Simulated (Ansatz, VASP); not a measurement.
**TiC: VASP beside Ansatz**

```
CELL_PARAMETERS angstrom
0.00000 2.15930 2.15930
2.15930 0.00000 2.15930
2.15930 2.15930 0.00000
ATOMIC_POSITIONS crystal
Ti 0.00000 0.00000 0.00000
C 0.50000 0.50000 0.50000
```

Alike in both runs: task single point; functional LDA; k mesh 8 × 8 × 8; occupations gaussian, width 0.1 eV; no spin polarisation.

```csv
,VASP,Ansatz
version,VASP 6.6.1,Ansatz 0.2.0
potentials or method,"VASP PAW LDA potentials, release 64 (Ti_sv, C)","scalar-relativistic, plane waves, PAW"
plane-wave cutoff (eV),520,420
valence electrons in the cell,16,16
```

|  | VASP | Ansatz | Ansatz less VASP |
| --- | --- | --- | --- |
| gap on the k mesh at the Fermi level (eV) | none | none | - |
| pressure (GPa) | -9.8 | -10.5 | -0.69 |

A gap of «none» marks a metal or a gap that the smearing closes.
